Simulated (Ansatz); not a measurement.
# TaN (Fm-3m) in Ansatz: further runs, part 2 of 2

Ansatz 0.2.0.

### 3 Projected density of states, r2SCAN+U

File input.yaml:

```yaml
crystal:
  lattice:
    - [0.0, 2.211323, 2.211323]
    - [2.211323, 0.0, 2.211323]
    - [2.211323, 2.211323, 0.0]
  atoms:
    - { symbol: Ta, position: [0.5, 0.5, 0.5] }
    - { symbol: "N", position: [0.0, 0.0, 0.0] }
hamiltonian:
  xc: r2scan
  pseudopotentials: { kind: paw }
  hubbard: { sites: [{ species: Ta, l: d, u_eff: 6.0 }] }
kpoints:
  mp_grid: { grid: [10, 10, 10] }
scf:
  occupations: { method: fermi_dirac, width: 0.05 }
  n_extra_bands: 6
output:
  forces: true
  stress: true
  eigenvalues: true
  dos: { projected: true, de: 0.05, nscf_kmesh: { grid: [15, 15, 15] } }
  write_density: true
  write_potential: true
  elf: true
  volumetric_format: npy
```

Potentials or basis: Ansatz PAW.

Started as:

```sh
ansatz run input.yaml --threads 2 --pin off --max-ram 5632MiB --backend cpu --events-out ev --progress --plain --runs-dir out
```

Log:

```text
Warning: RAYON_NUM_THREADS=2 ignored (pool sized by the plan → 2); use --threads N
Ta: projections on atomic orbitals take those of the free atom [Kr 4d10 4f14] 5s2 5p6 5d3 6s2, of charge +0.00 (hamiltonian.pseudopotentials.projection_atoms); the dataset's partial waves leave at most 6.0e-5 of an orbital's norm unspanned inside its sphere
N: projections on atomic orbitals take those of the free atom [He] 2s2 2p3, of charge +0.00 (hamiltonian.pseudopotentials.projection_atoms); the dataset's partial waves leave at most 9.3e-9 of an orbital's norm unspanned inside its sphere
scf.n_extra_bands = 6 over 9 filled bands (N_el = 18.0): the run solves 15 bands
Engine: ansatz 0.2.0, x86_64-unknown-linux-gnu
Pseudopotentials: kind: paw
Pseudopotential: Ta, paw, valence charge 13, recommended cutoff 500 eV (meta_gga), Ta.paw.azcp
Pseudopotential: N, paw, valence charge 5, recommended cutoff 500 eV (meta_gga), N.paw.azcp
Functional definition: r2SCAN
  parameter k0 = 0.174
  parameter k1 = 0.065
  parameter a1 = 4.9479
  exchange = r2scan_x(k0 = k0, k1 = k1, a1 = a1)
  correlation = r2scan_c
Crystal: 2 atoms, lattice volume = 21.627 Å³
Basis set: ecut = 500 eV, 537 PW (Γ), exchange–correlation on 96×96×96 points (64 copies of the dense FFT grid, shifted against one another)
Bands: 15, of which v1, the nominal top of the filled ones, is band 9 counted from 1 (8 counted from 0)
Symmetry: 48 space group operations
Space group: Fm-3m (ITA 225), of the structure as read, at distance tolerance 2.8e-5 Å
k-points: 47 of 1000
Non-local potential: Ta, projectors of the file, l = 0: 3, l = 1: 2, l = 2: 2, l = 3: 1
Non-local potential: N, projectors of the file, l = 0: 2, l = 1: 2, l = 2: 1
PAW form: soft (Blöchl's): semilocal exchange-correlation on the pseudo side does not see the compensation charge
PAW frozen core: Ta, regenerated for the run's functional (the file was generated under x = pbe(κ = 0.804, μ = 0.2195149727645171), c = pbe(β = 0.06672455060314922))
PAW frozen core: N, regenerated for the run's functional (the file was generated under x = pbe(κ = 0.804, μ = 0.2195149727645171), c = pbe(β = 0.06672455060314922))
PAW one-centre angular grid: Ta, 590 points (default); XC on 160 Gauss nodes
PAW one-centre angular grid: N, 302 points (default); XC on 160 Gauss nodes
Initial density: superposition of atomic densities (chi_scale 0.1, normalization cell, long waves kept (reshape's long-wave potential 0.00 eV rms))
Initial wavefunctions: pseudopotential atomic-orbital guess
Functional: x = r2scan, c = r2scan; τ floored in thin density (d = 2e-4 eV/Å³)
SCF iter   1: F=—  HF=-10324.033667 eV  |F-HF|=—  |Δ(HF+E_count)|=         —  Δρ=7.44e-2  dr2=1.39e0  dr2_τ=3.29e-1  ethr=3.10e-3  ⟨swp⟩=5.9  Hψ=3701  notcnv=0
preconditioner: auto → none  [metal: Δε(μ)=0.026 eV  Ē_g=14.225 eV  σ=0.050 eV  W_gap=0.13  n_scr=8 (ndim 8)  ℏωp=25.3 eV  f_vac=0.000  D(μ)=0.73/eV (n_scr^D=8)  sad-step TF]
SCF iter   2: F=—  HF=-10324.082478 eV  |F-HF|=—  |Δ(HF+E_count)|=   4.88e-2  Δρ=3.52e-2  dr2=1.77e-1  dr2_τ=4.58e-2  ethr=3.10e-3  ⟨swp⟩=2.2  Hψ=1517  notcnv=0  defer=51
SCF iter   3: F=—  HF=-10324.199073 eV  |F-HF|=—  |Δ(HF+E_count)|=   1.17e-1  Δρ=9.07e-3  dr2=1.18e-2  dr2_τ=2.17e-3  ethr=9.83e-4  ⟨swp⟩=2.3  Hψ=1077  notcnv=0  defer=51
SCF iter   4: F=—  HF=-10324.209448 eV  |F-HF|=—  |Δ(HF+E_count)|=   1.04e-2  Δρ=1.30e-3  dr2=1.88e-4  dr2_τ=6.54e-5  ethr=6.56e-5  ⟨swp⟩=2.6  Hψ=1332  notcnv=0  defer=52
SCF iter   5: F=—  HF=-10324.209588 eV  |F-HF|=—  |Δ(HF+E_count)|=   1.40e-4  Δρ=2.63e-4  dr2=7.68e-6  dr2_τ=2.18e-6  ethr=1.05e-6  ⟨swp⟩=2.2  Hψ=959  notcnv=0  defer=52
SCF iter   6: F=—  HF=-10324.209598 eV  |F-HF|=—  |Δ(HF+E_count)|=   1.01e-5  Δρ=8.18e-5  dr2=1.35e-6  dr2_τ=1.38e-7  ethr=4.27e-8  ⟨swp⟩=2.0  Hψ=1049  notcnv=0  defer=52
SCF iter   7: F=-10324.209599 eV  HF=-10324.209599 eV  |F-HF|=5.98e-9  |Δ(HF+E_count)|=   3.86e-7  Δρ=1.41e-5  dr2=4.11e-8  dr2_τ=3.36e-9  ethr=5.56e-10  ⟨swp⟩=11.0  Hψ=4741  notcnv=0
SCF 1 converged in 7 iterations: F = -10324.209599 eV  dr2 = 4.11e-8
NSCF: frozen V_eff on 120 k-points
SCF converged after 7 iterations
Free energy (F): -10324.209599 eV
Harris-Foulkes:  -10324.209599 eV  (|F-HF|=5.98e-9)
Internal energy: -10324.204245 eV  (E = F + TS)
E sigma→0 (E₀):  -10324.206922 eV
Entropy (-TS):   -0.005354 eV (-2.677 meV/atom)
Fermi energy:    21.713185 eV
--- Per-component energies (eV) ---
  E_band       = -64.340388
  E_kinetic    = 501.982791
  E_local      = -594.969656  (includes V_loc(G=0)·N_el)
  E_nonlocal   = 59.224215
  E_hartree    = 199.761676
  E_xc         = -265.631899
  E_vxc        = -308.379421  (∫ρ·V_xc dr)
  E_hubbard    = 6.776208  (on-site DFT+U / exact-exchange correction)
  E_vhub       = 2.593168  (the Hubbard potential's part of the band-sum identity)
  E_paw        = -8551.941683  (= ΣΔE_a)
  E_vpaw       = -140.200349  (= ΣTr[D̂ρ^β])
  E_aug_tail   = 0.000065  (compensation charges beyond the density's cutoff)
  E_vtau       = 15.886692  (kinetic-family band-sum trace: ∫τ·v_τ [+ j·A + Jᵃ·Aᵃ] dr)
  E_ewald      = -1678.620117
  E_core_change = -0.785845  (= ΣΔE_core)
  E_smearing   = -0.005354  (= −TS)
  E_closure    = 0.000000  (closes the sum)
  Σ components = -10324.209599   (vs F -10324.209599, Δ=0.00e0)
--- Forces (eV/Å), atoms counted from 1 ---
  atom   1  Ta     0.00000000    -0.00000000     0.00000000
  atom   2  N     -0.00000000     0.00000000    -0.00000000
  max |Σ_I F_I| component: 4.24e-29 eV/Å
--- Stress (GPa, compression-positive) ---
       -0.079311      -0.000000       0.000000
        0.000000      -0.079311       0.000000
       -0.000000       0.000000      -0.079311
  P = ⅓ Tr σ = -0.0793 GPa (-0.793 kbar)
--- Band table (eV; the first three rows and the last of 47) ---
  k-point 0: bands = ["-50.4215", "-15.9781", "-15.9781", "-15.9781", "1.7515", "17.5768", "17.5768", "17.5768", "19.5782", "19.5782", "19.5782", "22.8333", "22.8333", "23.0928", "31.0232"]
  k-point 1: bands = ["-50.4162", "-16.0601", "-15.9855", "-15.9855", "1.9842", "16.4706", "16.9790", "16.9790", "19.9446", "19.9446", "19.9796", "23.5939", "23.5939", "23.8399", "31.7367"]
  k-point 2: bands = ["-50.4012", "-16.2694", "-16.0046", "-16.0046", "2.6214", "14.5993", "15.9223", "15.9223", "20.5087", "20.7789", "20.7789", "25.3230", "25.3230", "25.3881", "33.3536"]
  k-point 46: bands = ["-50.3454", "-16.5151", "-16.3873", "-16.2518", "3.9936", "14.3818", "14.4506", "14.6558", "20.3196", "22.5883", "25.0912", "26.1590", "26.9071", "31.5352", "32.6922"]
Occupation matrices written to <dir>
```

dos.tsv:

```text
# E-E_F[eV]	g_bin_mean(E)[states/eV]	N(E)
# format = ansatz-dos/2
# fermi_ev = 21.683892
# fermi_mp_grid = 15 15 15
# fermi_mp_shift = 0 0 0
# nscf_kmesh_grid = 15 15 15
# nscf_kmesh_shift = 0 0 0
# tetrahedron_fermi_ev = 21.686472
# g_bin_mean(E): the states in a bin one row spacing wide, centred on E, divided by that spacing. States that the method places at a single energy (under output.dos.method: tetrahedron, those of a tetrahedron whose four corners have one energy) are counted whole in the row whose bin holds that energy (on the edge of two bins, in the lower row). The sum of g_bin_mean over a run of rows, times the row spacing, is the number of states from half a spacing under the first of them to half a spacing over the last (a plain sum, not the trapezoid rule).
-72.605440	0.000000e0	0.000000e0
-72.555440	0.000000e0	0.000000e0
-72.505440	0.000000e0	0.000000e0
-72.455440	0.000000e0	0.000000e0
-72.405440	0.000000e0	0.000000e0
-72.355440	0.000000e0	0.000000e0
[... 1749 lines left out ...]
15.144560	0.000000e0	3.000000e1
15.194560	0.000000e0	3.000000e1
```

Wall time 2.9 s (2 threads of Intel Xeon Platinum 8375C at 2.90GHz (Ice Lake), shared host); peak memory 0.44 GiB.

Results:

```
Free energy                          : -10324.2096 eV
Pressure                             : -0.1 GPa
Band gap on the k mesh               : none (metal or under the smearing width)
Density of states at the Fermi level : 0.69 states/eV per cell
```

States per cell in windows of 0.5 eV (zero at the Fermi level; states under -8 eV left out):
```
from (eV)  total  Ta 5d  N 2p  Ta 6s  N 2s  Ta 5p
     -8.0   0.25   0.05  0.16   0.02  0.01   0.01
     -7.5   1.41   0.44  0.91   0.01  0.01   0.03
     -7.0   1.32   0.44  0.84   0.00  0.01   0.02
     -6.5   0.70   0.22  0.46   0.00  0.00   0.01
     -6.0   0.47   0.13  0.33   0.00  0.00   0.01
     -5.5   0.25   0.05  0.19   0.00  0.00   0.00
     -5.0   0.08   0.02  0.06   0.00  0.00   0.00
     -4.5   0.06   0.03  0.03   0.00  0.00   0.00
     -4.0   0.09   0.06  0.03   0.00  0.00   0.00
     -3.5   0.13   0.09  0.04   0.00  0.00   0.00
     -3.0   0.17   0.12  0.04   0.00  0.00   0.00
     -2.5   0.22   0.16  0.05   0.00  0.00   0.00
     -2.0   0.27   0.21  0.05   0.00  0.00   0.00
     -1.5   0.31   0.24  0.06   0.00  0.00   0.00
     -1.0   0.36   0.28  0.07   0.01  0.00   0.00
     -0.5   0.37   0.29  0.06   0.01  0.00   0.00
      0.0   0.39   0.31  0.06   0.01  0.00   0.00
      0.5   0.46   0.37  0.07   0.01  0.00   0.00
      1.0   0.56   0.46  0.08   0.01  0.00   0.00
      1.5   0.93   0.77  0.12   0.02  0.01   0.00
      2.0   0.90   0.75  0.10   0.02  0.02   0.00
      2.5   0.77   0.65  0.06   0.02  0.03   0.00
      3.0   0.70   0.59  0.04   0.03  0.03   0.00
      3.5   0.37   0.23  0.04   0.04  0.04   0.00
      4.0   0.48   0.27  0.05   0.06  0.06   0.00
      4.5   0.69   0.33  0.08   0.08  0.10   0.00
      5.0   0.64   0.33  0.08   0.06  0.09   0.00
      5.5   0.43   0.23  0.07   0.05  0.03   0.00
      6.0   0.34   0.17  0.07   0.04  0.01   0.00
      6.5   0.33   0.16  0.07   0.03  0.00   0.00
      7.0   0.34   0.15  0.08   0.05  0.00   0.00
      7.5   0.33   0.13  0.08   0.07  0.00   0.00
```

Eigenvalues of the final occupation matrices:
```
  site  spin  trace               eigenvalues
site 1     1   1.83  0.27 0.27 0.43 0.43 0.43
```

Caveat: U without spin polarisation on a metal has little footing; the PAW data sets come from PBE, with cores solved anew for the run's functional, which leaves a small shift of forces and pressure; the density of states is complete only up to the lowest level of the last band computed.

### 4 Projected density of states, r2SCAN+U

Edit input.yaml of step 3 so:

```diff
@@ -11,3 +11,3 @@
   pseudopotentials: { kind: paw }
-  hubbard: { sites: [{ species: Ta, l: d, u_eff: 6.0 }] }
+  hubbard: { sites: [{ species: Ta, l: d, u_eff: 8.0 }] }
 kpoints:
@@ -22,5 +22 @@
   dos: { projected: true, de: 0.05, nscf_kmesh: { grid: [15, 15, 15] } }
-  write_density: true
-  write_potential: true
-  elf: true
-  volumetric_format: npy
```

Started as:

```sh
ansatz run input.yaml --threads 2 --pin off --max-ram 5632MiB --backend cpu --events-out ev --progress --plain --runs-dir out
```

It took 2.9 s on 2 threads of Intel Xeon Platinum 8375C at 2.90GHz (Ice Lake), shared host; peak memory 0.41 GiB.

The run converged. Its results:

```yaml
Free_energy: -10321.9606 eV
Pressure: 2.5 GPa
Band_gap_on_the_k_mesh: none (metal or under the smearing width)
Density_of_states_at_the_Fermi_level: 0.69 states/eV per cell
```

Levels at points of the mesh, in eV from the Fermi level:
```tsv
k point	band 6	band 7	band 8	band 9	band 10	band 11	band 12	band 13
(0.00, 0.00, 0.00)	-4.13	-4.13	-4.13	-2.14	-2.14	-2.14	1.32	1.53
(0.00, 0.00, -0.50)	-10.77	-7.36	-7.36	1.83	1.83	1.92	3.54	8.46
(0.00, -0.50, -0.50)	-7.27	-5.48	-5.05	-5.05	3.34	3.34	3.55	5.20
```

States per cell in windows of 0.5 eV (zero at the Fermi level; states under -8 eV left out):
```tsv
from (eV)	total	Ta 5d	N 2p	Ta 6s	N 2s	Ta 5p
-8.0	0.25	0.05	0.16	0.02	0.01	0.01
-7.5	1.30	0.40	0.84	0.01	0.01	0.03
-7.0	1.37	0.45	0.89	0.00	0.01	0.02
-6.5	0.73	0.23	0.49	0.00	0.00	0.01
-6.0	0.48	0.13	0.34	0.00	0.00	0.01
-5.5	0.23	0.05	0.18	0.00	0.00	0.00
-5.0	0.08	0.02	0.06	0.00	0.00	0.00
-4.5	0.06	0.03	0.03	0.00	0.00	0.00
-4.0	0.09	0.06	0.03	0.00	0.00	0.00
-3.5	0.13	0.09	0.04	0.00	0.00	0.00
-3.0	0.17	0.12	0.04	0.00	0.00	0.00
-2.5	0.22	0.17	0.05	0.00	0.00	0.00
-2.0	0.28	0.21	0.05	0.00	0.00	0.00
-1.5	0.31	0.24	0.06	0.00	0.00	0.00
-1.0	0.37	0.28	0.07	0.01	0.00	0.00
-0.5	0.37	0.29	0.06	0.01	0.00	0.00
0.0	0.40	0.32	0.06	0.01	0.00	0.00
0.5	0.47	0.38	0.07	0.01	0.00	0.00
1.0	0.57	0.47	0.08	0.01	0.00	0.00
1.5	0.95	0.77	0.13	0.02	0.01	0.00
2.0	0.84	0.70	0.09	0.02	0.02	0.00
2.5	0.74	0.63	0.06	0.02	0.02	0.00
3.0	0.58	0.48	0.03	0.03	0.03	0.00
3.5	0.35	0.22	0.03	0.04	0.04	0.00
4.0	0.47	0.26	0.05	0.06	0.05	0.00
4.5	0.68	0.34	0.07	0.09	0.09	0.00
5.0	0.61	0.32	0.07	0.06	0.09	0.00
5.5	0.52	0.28	0.07	0.06	0.05	0.00
6.0	0.36	0.18	0.07	0.04	0.01	0.00
6.5	0.34	0.17	0.07	0.03	0.01	0.00
7.0	0.36	0.15	0.07	0.06	0.00	0.00
7.5	0.32	0.13	0.07	0.07	0.00	0.00
```

Eigenvalues of the final occupation matrices:
| site | spin | trace | eigenvalues |
| --- | --- | --- | --- |
| site 1 | 1 | 1.81 | 0.26 0.26 0.43 0.43 0.43 |

Caveat: U without spin polarisation on a metal has little footing; the PAW data sets come from PBE, with cores solved anew for the run's functional, which leaves a small shift of forces and pressure; the density of states is complete only up to the lowest level of the last band computed. Spin-orbit coupling is left out, which matters for the levels of Ta.

### 5 Overview

| U | gap on the mesh (eV) | pressure (GPa) |
| --- | --- | --- |
| Ta d U = 5 eV | none | -1.3 |
| Ta d U = 6 eV | none | -0.1 |
| Ta d U = 8 eV | none | 2.5 |

Alike in all rows: task projected density of states; level r2SCAN+U; potentials or basis Ansatz PAW; no spin polarisation; cell as given; k mesh 10 × 10 × 10; cutoff (eV) 500; smearing fermi-dirac 0.05 eV.

Every run on the cell as given and a fine mesh finds a metal.

Caveats: U without spin polarisation on a metal has little footing; the PAW data sets come from PBE, with cores solved anew for the run's functional, which leaves a small shift of forces and pressure; the density of states is complete only up to the lowest level of the last band computed.

Total energies depend on the potentials used, so only differences within one code and one set of settings carry meaning.
